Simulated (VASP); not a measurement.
# NaI (Fm-3m) in VASP: notebook

Runs on NaI. Level: PBE+D3(BJ). Tasks: relaxation of cell and atoms, relaxation of the atoms.

All numbers are computed with VASP 6.6.1; they aren't measurements. Logs are shortened: lines on timing, memory, paths and dates and some standing lists are left out, and cuts for length are marked.

### 1 The structure

The structure is cubic, space group Fm-3m (No. 225). The conventional cell has a = 6.363 Å, b = 6.363 Å, c = 6.363 Å, α = 90.00°, β = 90.00°, γ = 90.00°. Na (site symmetry m-3m) has 6 I at 3.18 Å as nearest neighbours. I (site symmetry m-3m) is surrounded by 6 Na at 3.18 Å.

### 2 Relaxation of cell and atoms, PBE+D3(BJ)

File INCAR:

```
ALGO = Normal ; EDIFF = 1E-7
EDIFFG = -0.005 ; ENCUT = 600
GGA = PE ; IBRION = 2
ISIF = 3 ; ISMEAR = 0
IVDW = 12 ; LASPH = True
LCHARG = False ; LREAL = False
LWAVE = False ; NELM = 80
NSW = 90 ; PREC = Accurate
SIGMA = 0.03
```

File KPOINTS:

```
k-points
0
Gamma
  8 8 8
```

File POSCAR:

```
NaI                                     
1.0
    0.0000000000      3.1817233323      3.1817233323
    3.1817233323      0.0000000000      3.1817233323
    3.1817233323      3.1817233323     -0.0000000000
  Na              I             
     1     1
Direct
     0.0000000000000000    0.0000000000000000    0.0000000000000000
     0.5000000000000000    0.5000000000000000    0.5000000000000000
```

Potentials or basis: VASP PAW PBE potentials, release 64 (Na_pv, I).

On the command line:

```bash
cat potpaw_PBE.64/Na_pv/POTCAR potpaw_PBE.64/I/POTCAR > POTCAR
mpirun -np 1 vasp_std > vasp.out
```

OUTCAR:

```text
EDIFF = 1E-7
   EDIFFG = -0.005
   ENCUT = 600
   GGA = PE
   IBRION = 2
   ISIF = 3
   ISMEAR = 0
   IVDW = 12
   LASPH = True
   LREAL = False
   NELM = 80
   NSW = 90
   PREC = Accurate
 IVDW          = 12

 ion  position               nearest neighbor table
   1  0.000  0.000  0.000-
   2  0.500  0.500  0.500-

  LATTYP: Found a face centered cubic cell.
 ALAT       =     6.3634466646

  Lattice vectors:

 A1 = (   0.0000000000,   3.1817233323,   3.1817233323)
 A2 = (   3.1817233323,   0.0000000000,   3.1817233323)
 A3 = (   3.1817233323,   3.1817233323,   0.0000000000)

Analysis of symmetry for initial positions (statically):
=====================================================================
 Subroutine PRICEL returns:
 Original cell was already a primitive cell.

 Routine SETGRP: Setting up the symmetry group for a
 face centered cubic supercell.

 Subroutine GETGRP returns: Found 48 space group operations
 (whereof 48 operations were pure point group operations)
 out of a pool of 48 trial point group operations.

The static configuration has the point symmetry O_h .

Analysis of symmetry for dynamics (positions and initial velocities):
=====================================================================
 Subroutine PRICEL returns:
 Original cell was already a primitive cell.

 Routine SETGRP: Setting up the symmetry group for a
 face centered cubic supercell.

 Subroutine GETGRP returns: Found 48 space group operations
 (whereof 48 operations were pure point group operations)
 out of a pool of 48 trial point group operations.

The dynamic configuration has the point symmetry O_h .

 Subroutine INISYM returns: Found 48 space group operations
 (whereof 48 operations are pure point group operations),
 and found     1 'primitive' translations

----------------------------------------------------------------------------------------

                                     Primitive cell

  volume of cell :      64.4195

  direct lattice vectors                    reciprocal lattice vectors
     0.000000000  3.181723332  3.181723332    -0.157147542  0.157147542  0.157147542
     3.181723332  0.000000000  3.181723332     0.157147542 -0.157147542  0.157147542
     3.181723332  3.181723332  0.000000000     0.157147542  0.157147542 -0.157147542

  length of vectors
     4.499636288  4.499636288  4.499636288     0.272187526  0.272187526  0.272187526

  position of ions in fractional coordinates (direct lattice)
     0.000000000  0.000000000  0.000000000
     0.500000000  0.500000000  0.500000000

  ion indices of the primitive-cell ions
   primitive index   ion index
                 1           1
                 2           2

----------------------------------------------------------------------------------------

 KPOINTS: k-points

Automatic generation of k-mesh.
 Grid dimensions read from file:
 generate k-points for:    8    8    8

 Generating k-lattice:

  Cartesian coordinates                     Fractional coordinates (reciprocal lattice)
    -0.019643443  0.019643443  0.019643443     0.125000000  0.000000000  0.000000000
     0.019643443 -0.019643443  0.019643443     0.000000000  0.125000000  0.000000000
     0.019643443  0.019643443 -0.019643443     0.000000000  0.000000000  0.125000000

  Length of vectors
     0.034023441  0.034023441  0.034023441

  Shift w.r.t. Gamma in fractional coordinates (k-lattice)
     0.000000000  0.000000000  0.000000000

 Subroutine IBZKPT returns following result:
 ===========================================

 Found     29 irreducible k-points:

 Following reciprocal coordinates:
            Coordinates               Weight
  0.000000  0.000000  0.000000      1.000000
  0.125000  0.000000  0.000000      8.000000
  0.250000  0.000000  0.000000      8.000000
  0.375000  0.000000  0.000000      8.000000
  0.500000  0.000000  0.000000      4.000000
  0.125000  0.125000  0.000000      6.000000
[... 16 lines left out ...]
  0.500000  0.250000  0.125000     48.000000
 -0.375000  0.250000  0.125000     24.000000
 [... further k-points ...]
   k-points           NKPTS =     29   k-points in BZ     NKDIM =     29   number of bands    NBANDS=     11
   number of dos      NEDOS =    301   number of ions     NIONS =      2
   total plane-waves  NPLWV =  46656
   dimension x,y,z NGX =    36 NGY =   36 NGZ =   36
   dimension x,y,z NGXF=    72 NGYF=   72 NGZF=   72
   ions per type =               1   1
   NGX,Y,Z   is equivalent  to a cutoff of  13.30, 13.30, 13.30 a.u.
   NGXF,Y,Z  is equivalent  to a cutoff of  26.60, 26.60, 26.60 a.u.
 SYSTEM =  unknown system
   PREC   = accura    normal or accurate (medium, high low for compatibility)
   ISTART =      0    job   : 0-new  1-cont  2-samecut
   ICHARG =      2    charge: 1-file 2-atom 10-const
   ISPIN  =      1    spin polarized calculation?
   LNONCOLLINEAR =      F non collinear calculations
   LSORBIT =      F    spin-orbit coupling
   LASPH  =      T    aspherical Exc in radial PAW
   ENCUT  =  600.0 eV  44.10 Ry    6.64 a.u.   8.99  8.99  8.99*2*pi/ulx,y,z
   NELM   =     80;   NELMIN=  2; NELMDL= -5     # of ELM steps
   EDIFF  = 0.1E-06   stopping-criterion for ELM
   LREAL  =      F    real-space projection
   EDIFFG = -.5E-02   stopping-criterion for IOM
   NSW    =     90    number of steps for IOM
   IBRION =      2    ionic relax: 0-MD 1-quasi-New 2-CG
   NFREE  =      1    steps in history (QN), initial steepest desc. (CG)
   ISIF   =      3    stress and relaxation
   ISYM   =      2    0-nonsym 1-usesym 2-fastsym
   POTIM  = 0.5000    time-step for ionic-motion
   TEBEG  =    0.0;   TEEND  =   0.0 temperature during run
   PSTRESS=    0.0 pullay stress
   NELECT =      14.0000    total number of electrons
   NUPDOWN=      -1.0000    fix difference up-down
   EMIN   =  10.00;   EMAX   =-10.00  energy-range for DOS
   EFERMI =   0.00;   METHOD = LEGACY
   ISMEAR =     0;   SIGMA  =   0.03  broadening in eV -4-tet -1-fermi 0-gaus
   EFERMI_NEDOS =   21; number of points for ismear=-14 and -15
   IALGO  =     38    algorithm
   IMIX   =      4    mixing-type and parameters
     AMIX     =   0.40;   BMIX     =  1.00
     AMIX_MAG =   1.60;   BMIX_MAG =  1.00
  volume/ion in A,a.u.               =      32.21       217.36
  Fermi-wavevector in a.u.,A,eV,Ry     =   0.984264  1.859990 13.181002  0.968776
  Thomas-Fermi vector in A             =   2.115484
   LORBIT       =      0    0 simple, 1 ext, 2 COOP (PROOUT), +10 PAW based schemes
   GGA     = PE    functional components
   LHFCALC =     F    Hartree Fock is set to
   AEXX    =    0.0000 exact exchange contribution
   IVDW    =    12    specifies the selected vdW correction
   LEPSILON=     F    determine dielectric tensor
   LRPA    =     F    only Hartree local field effects (RPA)
 conjugate gradient relaxation of ions
 non-spin polarized calculation
 Gauss-broadening in eV      SIGMA  =   0.03
  energy-cutoff  :      600.00
  volume of cell :       64.42
 maximum number of plane-waves:      2180
   NGX = 17   NGY = 17   NGZ = 17

 number of electron      14.0000003 magnetization

 Free energy of the ion-electron system (eV)
  ---------------------------------------------------
  ext. energy  EPLUGINS =         0.00000000
  ---------------------------------------------------
  free energy    TOTEN  =        -5.36595072 eV

  energy without entropy =       -5.36595072  energy(sigma->0) =       -5.36595072

 E-fermi :   1.3036     XC(G=0):  -7.9124

 val. band max:        1.1741818268   @ k =   0.0000   0.0000   0.0000
 cond. band min:       4.9572752910   @ k =   0.0000   0.0000   0.0000
 fundamental gap:      3.7830934643
 Fermi energy:         1.3035619704

 k-point     1 :       0.0000    0.0000    0.0000
  band No.  band energies     occupation
      1     -21.2112      2.00000
      2     -21.2112      2.00000
      3     -21.2112      2.00000
      4      -9.9816      2.00000
      5       1.1742      2.00000
      6       1.1742      2.00000
      7       1.1742      2.00000
      8       4.9573      0.00000
      9       9.1008      0.00000
     10       9.1008      0.00000
     11       9.1008      0.00000

 k-point     2 :       0.1250    0.0000    0.0000
  band No.  band energies     occupation
      1     -21.2122      2.00000
      2     -21.2112      2.00000
      3     -21.2112      2.00000
      4      -9.9319      2.00000
      5       0.6734      2.00000
      6       1.1242      2.00000
      7       1.1242      2.00000
      8       5.5002      0.00000
      9       8.7411      0.00000
     10       9.2643      0.00000
     11       9.2643      0.00000

 k-point     3 :       0.2500    0.0000    0.0000
  band No.  band energies     occupation
      1     -21.2146      2.00000
      2     -21.2114      2.00000
      3     -21.2114      2.00000
      4      -9.8067      2.00000
      5      -0.2269      2.00000
      6       1.0096      2.00000
      7       1.0096      2.00000
      8       6.2279      0.00000
      9       8.7908      0.00000
     10       9.1798      0.00000
     11       9.1798      0.00000

 k-point     4 :       0.3750    0.0000    0.0000
  band No.  band energies     occupation
      1     -21.2171      2.00000
      2     -21.2115      2.00000
      3     -21.2115      2.00000
      4      -9.6732      2.00000
      5      -0.9327      2.00000
      6       0.9024      2.00000
      7       0.9024      2.00000
      8       6.3236      0.00000
      9       8.8090      0.00000
     10       8.8090      0.00000
     11       9.7888      0.00000

 k-point     5 :       0.5000    0.0000    0.0000
  band No.  band energies     occupation
      1     -21.2181      2.00000
      2     -21.2116      2.00000
      3     -21.2116      2.00000
      4      -9.6152      2.00000
      5      -1.1942      2.00000
      6       0.8599      2.00000
      7       0.8599      2.00000
      8       6.2790      0.00000
      9       8.6604      0.00000
     10       8.6604      0.00000
     11      10.2871      0.00000
[... 211 lines left out ...]
 k-point    21 :       0.5000    0.5000    0.0000
  band No.  band energies     occupation
      1     -21.2163      2.00000
      2     -21.2133      2.00000
      3     -21.2133      2.00000
      4      -9.5272      2.00000
      5      -0.8992      2.00000
      6       0.3592      2.00000
      7       0.3592      2.00000
      8       5.7052      0.00000
      9       6.6313      0.00000
     10      11.3778      0.00000
     11      12.7897      0.00000

 k-point    22 :       0.3750    0.2500    0.1250
  band No.  band energies     occupation
      1     -21.2150      2.00000
      2     -21.2126      2.00000
      3     -21.2117      2.00000
      4      -9.7170      2.00000
      5      -0.3869      2.00000
      6       0.5266      2.00000
      7       0.8510      2.00000
      8       7.0481      0.00000
      9       7.8868      0.00000
     10       8.3823      0.00000
     11      10.0398      0.00000

 k-point    23 :       0.5000    0.2500    0.1250
  band No.  band energies     occupation
      1     -21.2163      2.00000
      2     -21.2131      2.00000
      3     -21.2120      2.00000
      4      -9.6118      2.00000
      5      -0.7504      2.00000
      6       0.2552      2.00000
      7       0.7095      2.00000
      8       7.2968      0.00000
      9       7.8305      0.00000
     10       8.6644      0.00000
     11       9.7957      0.00000

 k-point    24 :      -0.3750    0.2500    0.1250
  band No.  band energies     occupation
      1     -21.2168      2.00000
      2     -21.2132      2.00000
      3     -21.2122      2.00000
      4      -9.5667      2.00000
      5      -0.9016      2.00000
      6       0.1702      2.00000
      7       0.6365      2.00000
      8       7.3684      0.00000
      9       7.5507      0.00000
     10       9.5457      0.00000
     11       9.6311      0.00000

 [... further k-points ...]

------------------------ aborting loop because EDIFF is reached ----------------------------------------

 Edisp (eV)   -0.53423

 E8    (eV) :    -0.2475

  FORCE on cell =-STRESS in cart. coord.  units (eV):
  Direction    XX          YY          ZZ          XY          YZ          ZX
  --------------------------------------------------------------------------------------
  -------------------------------------------------------------------------------------
  Total      -0.00875    -0.00875    -0.00875     0.00000     0.00000     0.00000
  in kB      -0.21755    -0.21755    -0.21755     0.00000     0.00000     0.00000
  external pressure =       -0.22 kB  Pullay stress =        0.00 kB

 VOLUME and BASIS-vectors are now :
 -----------------------------------------------------------------------------
  energy-cutoff  :      600.00
  volume of cell :       64.42
      direct lattice vectors                 reciprocal lattice vectors
     0.000000000  3.181723332  3.181723332    -0.157147542  0.157147542  0.157147542
     3.181723332  0.000000000  3.181723332     0.157147542 -0.157147542  0.157147542
     3.181723332  3.181723332  0.000000000     0.157147542  0.157147542 -0.157147542

 POSITION                                       TOTAL-FORCE (eV/Angst)
 -----------------------------------------------------------------------------------
      0.00000      0.00000      0.00000        -0.000000     -0.000000     -0.000000
      3.18172      3.18172      3.18172         0.000000      0.000000      0.000000
 -----------------------------------------------------------------------------------
    total drift:                                0.000000      0.000000      0.000000

  FREE ENERGIE OF THE ION-ELECTRON SYSTEM (eV)
  ---------------------------------------------------
  free  energy   TOTEN  =        -5.9001772241 eV

  energy  without entropy=       -5.9001772241  energy(sigma->0) =       -5.90017722

 reached required accuracy - stopping structural energy minimisation
```

Wall time 15 s (1 thread of AMD EPYC 9R14 (Zen 4), shared host); peak memory 0.19 GiB.

Results:

```yaml
Free_energy: -5.9002 eV
Pressure_after_relaxing: 0.0 GPa
Band_gap_on_the_k_mesh: 3.78 eV, direct
Dispersion_energy_per_atom: -0.267 eV
```

Final structure:
```xyz
2
Lattice="0.0000 3.1817 3.1817 3.1817 0.0000 3.1817 3.1817 3.1817 0.0000" Properties=species:S:1:pos:R:3 pbc="T T T"
Na    0.0000    0.0000    0.0000
I     3.1817    3.1817    3.1817
```

Levels at points of the mesh, in eV from the valence-band top:
| k point | band 4 | band 5 | band 6 | band 7 | band 8 | band 9 | band 10 | band 11 |
| --- | --- | --- | --- | --- | --- | --- | --- | --- |
| (0.00, 0.00, 0.00) | -11.16 | 0.00 | 0.00 | 0.00 | 3.78 | 7.93 | 7.93 | 7.93 |
| (0.50, 0.00, 0.00) | -10.79 | -2.37 | -0.31 | -0.31 | 5.10 | 7.49 | 7.49 | 9.11 |
| (0.50, 0.50, 0.00) | -10.70 | -2.07 | -0.81 | -0.81 | 4.53 | 5.46 | 10.20 | 11.62 |

Caveat: the relaxation stopped at its first step, so nothing moved; spin-orbit coupling is left out, which moves the levels of the heavy elements.

### 3 Relaxation of the atoms, PBE+D3(BJ) (a relaxed cell with its volume scaled by 0.94)

File INCAR:

```
ALGO = Fast ; EDIFF = 1E-7
EDIFFG = -0.01 ; ENCUT = 600
GGA = PE ; IBRION = 2
ISIF = 2 ; ISMEAR = 0
IVDW = 12 ; LASPH = True
LCHARG = False ; LREAL = False
LWAVE = False ; NELM = 80
NSW = 40 ; PREC = Accurate
SIGMA = 0.03
```

KPOINTS is that of step 2.

File POSCAR:

```
NaI                                     
1.0
    0.0000000000      3.1167719781      3.1167719781
    3.1167719781      0.0000000000      3.1167719781
    3.1167719781      3.1167719781      0.0000000000
  Na              I             
     1     1
Direct
     0.0000000000000000    0.0000000000000000    0.0000000000000000
     0.5000000000000000    0.5000000000000000    0.5000000000000000
```

Potentials or basis: VASP PAW PBE potentials, release 64 (Na_pv, I).

On the command line:

```bash
cat potpaw_PBE.64/Na_pv/POTCAR potpaw_PBE.64/I/POTCAR > POTCAR
mpirun -np 1 vasp_std > vasp.out
```

It took 18 s on 1 thread of AMD EPYC 9R14 (Zen 4), shared host; peak memory 0.19 GiB.

It converged, with:

```
Free energy                : -5.8851 eV
Pressure after relaxing    : 1.3 GPa
Band gap on the k mesh     : 3.97 eV, direct
Dispersion energy per atom : -0.285 eV
```

Final structure:
```yaml
crystal:
  lattice:
    - [0.00000, 3.11677, 3.11677]
    - [3.11677, 0.00000, 3.11677]
    - [3.11677, 3.11677, 0.00000]
  atoms:
    - { symbol: Na, position: [0.00000, 0.00000, 0.00000] }
    - { symbol: I, position: [0.50000, 0.50000, 0.50000] }
```

Levels at points of the mesh, in eV from the valence-band top:
| k point | band 3 | band 4 | band 5 | band 6 | band 7 | band 8 | band 9 | band 10 | band 11 |
| --- | --- | --- | --- | --- | --- | --- | --- | --- | --- |
| (0.00, 0.00, 0.00) | -22.34 | -11.34 | 0.00 | 0.00 | 0.00 | 3.97 | 7.91 | 7.91 | 7.91 |
| (0.50, 0.00, 0.00) | -22.34 | -10.90 | -2.62 | -0.36 | -0.36 | 5.11 | 7.53 | 7.53 | 9.58 |
| (0.50, 0.50, 0.00) | -22.34 | -10.80 | -2.30 | -0.91 | -0.91 | 4.57 | 5.32 | 10.63 | 11.99 |

Caveat: the relaxation stopped at its first step, so nothing moved; spin-orbit coupling is left out, which moves the levels of the heavy elements.

(Part 1 of 2 ends here.)
